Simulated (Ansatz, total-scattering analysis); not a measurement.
# CaSiO3: neutron diffraction with isotope substitution

Two samples of CaSiO3 (Ca 20.0, Si 20.0, O 60.0 atom %; 2200 K, fixed volume (mean pressure -1.1 GPa); ρ₀ = 0.0608 Å⁻³) differ only in the isotope of Ca: 40Ca (b = 4.78 fm) and 44Ca (b = 1.42 fm). Other lengths: Si 4.15071, O 5.8037 fm. The data are simulated by ab initio molecular dynamics with Ansatz (PBE, plane waves, PAW set soft_1, Langevin thermostat, no spin, fixed volume). The average runs over 0.64 ps of 70 atoms, so shells between rare elements are rough. Mean temperature 2121 K, largest m.s.d. 1.62 Å², energy drift -20 meV an atom (last third less first, no steady trend), Langevin friction 10 ps⁻¹; the first quarter of the run is discarded. Preparation: last frame of a classical run of this cell, a melt, rescaled to the set density, then 0.3 ps at 2420 K with a cheaper basis and a friction of 10 ps⁻¹ (mean temperature of the first stage 2388 K), too short to forget the start in full. So short a stretch relaxes bonds and nearest shells but still remembers its start. It is a liquid as far as so short a run tells. The partials come from the cell's reciprocal vectors below 4 Å⁻¹ and from g(r) above; absorption, incoherent and inelastic scattering are left out. F(Q) = Σ ci cj bi bj (Sij − 1), in barn per steradian and atom:

```tsv
Q (Å⁻¹)	40Ca	44Ca	difference
0.6	-0.218	-0.167	-0.051
0.9	-0.189	-0.134	-0.055
1.2	-0.107	-0.025	-0.082
1.5	-0.110	-0.051	-0.059
1.8	-0.096	-0.078	-0.018
2.1	-0.084	-0.073	-0.011
2.4	-0.053	-0.032	-0.021
2.7	0.006	0.006	0.000
3.0	0.026	0.005	0.021
3.3	-0.003	-0.028	0.026
3.6	-0.024	-0.035	0.011
3.9	-0.020	-0.026	0.006
4.2	-0.010	-0.005	-0.006
4.5	0.008	0.021	-0.014
4.8	0.037	0.052	-0.016
5.1	0.057	0.065	-0.008
5.4	0.044	0.041	0.003
5.7	0.007	-0.002	0.009
6.0	-0.024	-0.033	0.008
6.3	-0.039	-0.043	0.004
6.6	-0.038	-0.038	0.001
6.9	-0.026	-0.024	-0.002
7.2	-0.009	-0.005	-0.004
7.5	0.008	0.011	-0.004
7.8	0.016	0.019	-0.002
8.1	0.016	0.017	0.000
8.4	0.012	0.011	0.001
8.7	0.010	0.008	0.002
9.0	0.009	0.007	0.002
9.3	0.005	0.004	0.002
9.6	-0.001	-0.001	0.000
9.9	-0.006	-0.005	-0.001
10.2	-0.011	-0.009	-0.001
10.5	-0.013	-0.013	-0.001
10.8	-0.013	-0.012	-0.001
```

The first difference in real space, ΔG(r), in barn (from the pair functions, so without the broadening of a finite Q range):

```
r (Å)  first difference G(r)
 1.70                 -0.066
 1.78                 -0.066
 1.86                 -0.063
 1.94                 -0.054
 2.02                 -0.019
 2.10                  0.007
 2.18                  0.045
 2.26                  0.053
 2.34                  0.067
 2.42                  0.053
 2.50                  0.033
 2.58                  0.024
 2.66                  0.009
 2.74                 -0.008
 2.82                 -0.012
 2.90                 -0.014
 2.98                 -0.017
 3.06                 -0.011
 3.14                 -0.013
 3.22                 -0.014
 3.30                 -0.002
 3.38                  0.004
 3.46                  0.008
 3.54                  0.010
 3.62                  0.008
 3.70                  0.008
 3.78                  0.010
 3.86                  0.011
 3.94                  0.009
 4.02                  0.009
 4.10                  0.006
 4.18                  0.006
 4.26                  0.006
 4.34                  0.008
 4.42                  0.007
 4.50                  0.008
 4.58                  0.007
 4.66                  0.007
 4.74                  0.004
 4.82                  0.007
 4.90                  0.003
```

Q: What does the difference say of the neighbours of Ca?

Pairs without Ca cancel. ΔG(r) = Σ W [g(r) − 1] with W = 2 c(Ca) c(j) b(j) Δb, and c(Ca)² (b₁² − b₂²) for Ca–Ca: Ca–Ca 0.0083, Ca–Si 0.0112, Ca–O 0.0468 barn. At small r, ΔG → −ΣW = -0.066; in this finite cell the Ca–Ca term carries (N − 1)/N with N = 14 atoms of Ca, which gives -0.066.

The first feature, at 2.32 Å, is Ca–O. n = 4πρ₀ c(O)/W ∫ r² [ΔG − ΔG(0)] dr up to 3.22 Å gives 6.1 O around each Ca; the coordinates give 5.40 up to 3.22 Å; other pairs of Ca reach into the range with their own weights.

Shells of Ca from the coordinates: Ca–O at 2.32 Å, 5.4 neighbours to 3.22 Å, a soft count; Ca–Si at 3.50 Å, 5.4 neighbours to 4.48 Å, a soft count; Ca–Ca at 3.94 Å, 5.7 neighbours to 5.08 Å, a soft count (first peaks with a usable minimum only).

[Logs are printed without paths, hosts, clocks, repeated set-up lines and the standing remarks that a program may print on its own settings, such as how far it seeks lower states.]
